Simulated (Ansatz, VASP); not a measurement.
# C: VASP beside Ansatz

INCAR

```
PREC = Accurate ; ENCUT = 520
EDIFF = 1E-6 ; ISMEAR = 0
SIGMA = 0.02 ; LREAL = F
LASPH = T ; NELM = 100
ALGO = Normal ; ISIF = 2
LWAVE = F ; LCHARG = F
GGA = PS ; NBANDS = 11
```

File KPOINTS:

```
regular mesh
0
Gamma
  14 14 14
```

POSCAR

```
C
1.0
    0.0000000000      2.0080581600      3.3839575200
    1.1756994800      0.0000000000      3.3839575200
    1.1756994800      2.0080581600      0.0000000000
C
2
Direct
    0.2254382181      0.7745617819      0.2254382181
    0.7745617819      0.2254382181      0.7745617819
```

Input for Ansatz:

```yaml
crystal:
  lattice:
    - [0.0, 2.00805816, 3.38395752]
    - [1.17569948, 0.0, 3.38395752]
    - [1.17569948, 2.00805816, 0.0]
  atoms:
    - { symbol: C, position: [0.2254382181, 0.7745617819, 0.2254382181] }
    - { symbol: C, position: [0.7745617819, 0.2254382181, 0.7745617819] }
basis:
  ecutwfc: 420
kpoints:
  mp_grid: { grid: [14, 14, 14] }
hamiltonian:
  xc: pbesol
scf:
  occupations: { method: gaussian, width: 0.02 }
output:
  forces: true
  stress: true
  eigenvalues: true
```

Alike in both runs: task single point; functional PBEsol; k mesh 14 × 14 × 14; occupations gaussian, width 0.02 eV; no spin polarisation.

|  | VASP | Ansatz |
| --- | --- | --- |
| version | VASP 6.6.1 | Ansatz 0.2.0 |
| potentials or method | VASP PAW PBE potentials, release 64 (C) | scalar-relativistic, plane waves, PAW |
| plane-wave cutoff (eV) | 520 | 420 |
| valence electrons in the cell | 8 | 8 |

|  | VASP | Ansatz | Ansatz less VASP |
| --- | --- | --- | --- |
| gap on the k mesh at the Fermi level (eV) | none | none | - |
| pressure (GPa) | 115.0 | 114.8 | -0.19 |
| largest component of the traceless stress (GPa) | 146.41 | 146.17 | -0.240 |
| rms of the force components (eV/Å) | 4.879 | 4.903 | +0.0244 |

Atom by atom the forces differ by 0.024 eV/Å (rms over components). A gap of «none» marks a metal or a gap that the smearing closes.

Caveats: the cell as given lies far from equilibrium; so large a pressure means that the cell lies far from this level's equilibrium, or that cutoff or potentials fall short (VASP); the potentials were made for another functional, which shifts forces and pressure (VASP).
